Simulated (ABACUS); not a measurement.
A run of ABACUS 3.10.1:

The input run_abacus.py:

```python
"""ABACUS run from a structure file: ASE reads it, the script writes STRU, KPT and INPUT."""
import re
import subprocess
import spglib
from ase import Atoms
from ase.io import read
from ase.units import Bohr

atoms = read("Ge.cif")
cell, frac, numbers = spglib.standardize_cell((atoms.cell[:], atoms.get_scaled_positions(), atoms.numbers), to_primitive=True, symprec=1e-4)
atoms = Atoms(numbers=numbers, cell=cell, scaled_positions=frac, pbc=True)  # the primitive cell
atoms = atoms[(-atoms.numbers).argsort(kind="stable")]  # ABACUS lists atoms element by element
pseudo = {'Ge': 'Ge_ONCV_PBE-1.2.upf'}
orbital = {}
magmoms = None
kmesh = [5, 5, 5]
params = {
    'suffix': 'Ge',
    'calculation': 'scf',
    'basis_type': 'pw',
    'pseudo_dir': './',
    'symmetry': 1,
    'dft_functional': 'scan',
    'ecutwfc': 91,
    'pseudo_rcut': 10,
    'nspin': 1,
    'nbands': 24,
    'ks_solver': 'dav',
    'smearing_method': 'fd',
    'smearing_sigma': 0.00367493,
    'scf_thr': 1e-08,
    'scf_nmax': 100,
    'mixing_type': 'broyden',
    'mixing_beta': 0.7,
    'cal_force': 1,
    'cal_stress': 1,
    'mixing_tau': 1,
    'out_chg': 1,
    'kpar': 4,
}

symbols = atoms.get_chemical_symbols()
elements = list(dict.fromkeys(symbols))
lines = ["ATOMIC_SPECIES"] + [f"{e} {atoms.get_masses()[symbols.index(e)]:.4f} {pseudo[e]}" for e in elements]
if orbital:
    lines += ["", "NUMERICAL_ORBITAL"] + [orbital[e] for e in elements]
lines += ["", "LATTICE_CONSTANT", f"{1 / Bohr:.10f}", "", "LATTICE_VECTORS"]
lines += [" ".join(f"{x:.10f}" for x in v) for v in atoms.cell]
lines += ["", "ATOMIC_POSITIONS", "Direct"]
for e in elements:
    lines += ["", e, "0.0", str(symbols.count(e))]
    for i, p in enumerate(atoms.get_scaled_positions(wrap=False)):
        if symbols[i] == e:
            mag = "" if magmoms is None else " mag " + " ".join(str(x) for x in (magmoms[i] if isinstance(magmoms[i], list) else [magmoms[i]]))
            lines.append(" ".join(f"{x:.10f}" for x in p) + " 1 1 1" + mag)
open("STRU", "w").write("\n".join(lines) + "\n")
open("KPT", "w").write("K_POINTS\n0\nGamma\n%d %d %d 0 0 0\n" % tuple(kmesh))
open("INPUT", "w").write("INPUT_PARAMETERS\n" + "".join(f"{k:<20s}{v}\n" for k, v in params.items()))

done = subprocess.run(['mpirun', '-np', '4', 'abacus'])
if done.returncode:
    raise SystemExit(done.returncode)
log = open("OUT.Ge/running_scf.log").read()
print("final energy (eV):", re.findall(r"FINAL_ETOT_IS (\S+)", log))
```

File Ge.cif:

```cif
data_Ge
_cell_length_a 5.65782000
_cell_length_b 5.65782000
_cell_length_c 5.65782000
_cell_angle_alpha 90.00000000
_cell_angle_beta 90.00000000
_cell_angle_gamma 90.00000000
_space_group_name_H-M_alt 'Fd-3m'
_space_group_name_Hall 'F 4d 2 3 -1d'
_space_group_IT_number 227
loop_
_space_group_symop_operation_xyz
'x,y,z'
'-y+1/4,x+1/4,z+1/4'
'-x,-y+1/2,z+1/2'
'y+3/4,-x+1/4,z+3/4'
'x,-y,-z'
'-y+1/4,-x+3/4,-z+3/4'
'-x,y+1/2,-z+1/2'
'y+3/4,x+3/4,-z+1/4'
'z,x,y'
'z+1/4,-y+1/4,x+1/4'
'z+1/2,-x,-y+1/2'
'z+3/4,y+3/4,-x+1/4'
'-z,x,-y'
'-z+3/4,-y+1/4,-x+3/4'
'-z+1/2,-x,y+1/2'
'-z+1/4,y+3/4,x+3/4'
'y,z,x'
'x+1/4,z+1/4,-y+1/4'
'-y+1/2,z+1/2,-x'
'-x+1/4,z+3/4,y+3/4'
'-y,-z,x'
'-x+3/4,-z+3/4,-y+1/4'
'y+1/2,-z+1/2,-x'
'x+3/4,-z+1/4,y+3/4'
'-x+1/4,-y+1/4,-z+1/4'
'y,-x,-z'
'x+1/4,y+3/4,-z+3/4'
'-y+1/2,x,-z+1/2'
'-x+1/4,y+1/4,z+1/4'
'y,x+1/2,z+1/2'
'x+1/4,-y+3/4,z+3/4'
'-y+1/2,-x+1/2,z'
'-z+1/4,-x+1/4,-y+1/4'
'-z,y,-x'
'-z+3/4,x+1/4,y+3/4'
'-z+1/2,-y+1/2,x'
'z+1/4,-x+1/4,y+1/4'
'z+1/2,y,x+1/2'
'z+3/4,x+1/4,-y+3/4'
'z,-y+1/2,-x+1/2'
'-y+1/4,-z+1/4,-x+1/4'
'-x,-z,y'
'y+3/4,-z+3/4,x+1/4'
'x,-z+1/2,-y+1/2'
'y+1/4,z+1/4,-x+1/4'
'x+1/2,z+1/2,y'
'-y+3/4,z+3/4,x+1/4'
'-x+1/2,z,-y+1/2'
'x,y+1/2,z+1/2'
[... 70 lines left out ...]
'x+1/4,-z+1/4,y+1/4'
'-x+3/4,-y+1/4,-z+3/4'
'y+1/2,-x,-z+1/2'
'x+3/4,y+3/4,-z+1/4'
'-y,x,-z'
'-x+3/4,y+1/4,z+3/4'
'y+1/2,x+1/2,z'
'x+3/4,-y+3/4,z+1/4'
'-y,-x+1/2,z+1/2'
'-z+3/4,-x+1/4,-y+3/4'
'-z+1/2,y,-x+1/2'
'-z+1/4,x+1/4,y+1/4'
'-z,-y+1/2,x+1/2'
'z+3/4,-x+1/4,y+3/4'
'z,y,x'
'z+1/4,x+1/4,-y+1/4'
'z+1/2,-y+1/2,-x'
'-y+3/4,-z+1/4,-x+3/4'
'-x+1/2,-z,y+1/2'
'y+1/4,-z+3/4,x+3/4'
'x+1/2,-z+1/2,-y'
'y+3/4,z+1/4,-x+3/4'
'x,z+1/2,y+1/2'
'-y+1/4,z+3/4,x+3/4'
'-x,z,-y'
'x+1/2,y+1/2,z'
'-y+3/4,x+3/4,z+1/4'
'-x+1/2,-y,z+1/2'
'y+1/4,-x+3/4,z+3/4'
'x+1/2,-y+1/2,-z'
'-y+3/4,-x+1/4,-z+3/4'
'-x+1/2,y,-z+1/2'
'y+1/4,x+1/4,-z+1/4'
'z+1/2,x+1/2,y'
'z+3/4,-y+3/4,x+1/4'
'z,-x+1/2,-y+1/2'
'z+1/4,y+1/4,-x+1/4'
'-z+1/2,x+1/2,-y'
'-z+1/4,-y+3/4,-x+3/4'
'-z,-x+1/2,y+1/2'
'-z+3/4,y+1/4,x+3/4'
'y+1/2,z+1/2,x'
'x+3/4,z+3/4,-y+1/4'
'-y,z,-x'
'-x+3/4,z+1/4,y+3/4'
'-y+1/2,-z+1/2,x'
'-x+1/4,-z+1/4,-y+1/4'
'y,-z,-x'
'x+1/4,-z+3/4,y+3/4'
'-x+3/4,-y+3/4,-z+1/4'
'y+1/2,-x+1/2,-z'
'x+3/4,y+1/4,-z+3/4'
'-y,x+1/2,-z+1/2'
'-x+3/4,y+3/4,z+1/4'
'y+1/2,x,z+1/2'
'x+3/4,-y+1/4,z+3/4'
'-y,-x,z'
'-z+3/4,-x+3/4,-y+1/4'
'-z+1/2,y+1/2,-x'
'-z+1/4,x+3/4,y+3/4'
'-z,-y,x'
'z+3/4,-x+3/4,y+1/4'
'z,y+1/2,x+1/2'
'z+1/4,x+3/4,-y+3/4'
'z+1/2,-y,-x+1/2'
'-y+3/4,-z+3/4,-x+1/4'
'-x+1/2,-z+1/2,y'
'y+1/4,-z+1/4,x+1/4'
'x+1/2,-z,-y+1/2'
'y+3/4,z+3/4,-x+1/4'
'x,z,y'
'-y+1/4,z+1/4,x+1/4'
'-x,z+1/2,-y+1/2'
loop_
_atom_site_label
_atom_site_type_symbol
_atom_site_symmetry_multiplicity
_atom_site_Wyckoff_symbol
_atom_site_fract_x
_atom_site_fract_y
_atom_site_fract_z
_atom_site_occupancy
Ge1 Ge 8 a 0.2500000000 0.2500000000 0.2500000000 1
```

Potentials or basis: SG15 ONCV 1.2 PBE, plane waves.

The run is started by

```bash
$ OMP_NUM_THREADS=1 python run_abacus.py > log
```

Hardware: 4 MPI ranks on Intel(R) Xeon(R) Platinum 8488C (Sapphire Rapids), with other jobs on the host.

Q: How long does it take, and how much memory?

A: Wall time 22 s on 4 MPI ranks on Intel(R) Xeon(R) Platinum 8488C (Sapphire Rapids), with other jobs on the host, peak memory 0.44 GiB a rank. Counts: scf iterations 8, k points 10, bands 24, ranks 4.
